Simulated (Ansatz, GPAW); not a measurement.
# AlN: energy against volume and a worked fit

```cif
data_structure
_symmetry_space_group_name_H-M 'F-43m'
_symmetry_Int_Tables_number 216
_cell_length_a 4.3680
_cell_length_b 4.3680
_cell_length_c 4.3680
_cell_angle_alpha 90.000
_cell_angle_beta 90.000
_cell_angle_gamma 90.000
_cell_volume 83.34
loop_
_atom_site_label
_atom_site_type_symbol
_atom_site_symmetry_multiplicity
_atom_site_Wyckoff_symbol
_atom_site_fract_x
_atom_site_fract_y
_atom_site_fract_z
_atom_site_occupancy
Al1 Al 4 a 0.00000 0.00000 0.00000 1
N1 N 4 d 0.25000 0.25000 0.75000 1
```

Measurements of this composition are mostly on another form, of space group No. 186.

The cell was scaled at fixed shape and fractions and run with Ansatz, Ansatz PAW, cutoff 420 eV; BLYP, k mesh 10 × 10 × 10 on the cell of 2 atoms, fermi-dirac occupations of 0.05 eV, no spin polarisation, no spin-orbit coupling. The potentials were made for PBE. Energies are those that the program minimises, any entropy of the smearing included.

```tsv
V (Å³/atom)	energy over the lowest row (meV/atom)
9.7922	67.72
10.0006	41.85
10.2089	?
10.4173	9.72
10.6256	2.31
10.8340	0.00
11.0423	2.36
```

Fit the third-order Birch-Murnaghan form, give V0, B0 and B′, and predict the energy left open.

With y = (V0/V)^(2/3), E = E0 + (9 V0 B0/16) [(y - 1)³ B′ + (y - 1)² (6 - 4y)]. Least squares through the rows shown give V0 = 10.8297 Å³/atom, E0 = 0.00 meV, B0 = 186.5 GPa (1 eV/Å³ = 160.218 GPa) and B′ = 3.72, with a largest miss of 0.01 meV. At V = 10.2089 the form with these constants gives 22.72 meV; the run gave 22.67 meV an atom. Other set-ups at this level, from all their volumes (Å³/atom, GPa): GPAW, PAW data sets generated for this functional: V0 10.871, B0 188.6.
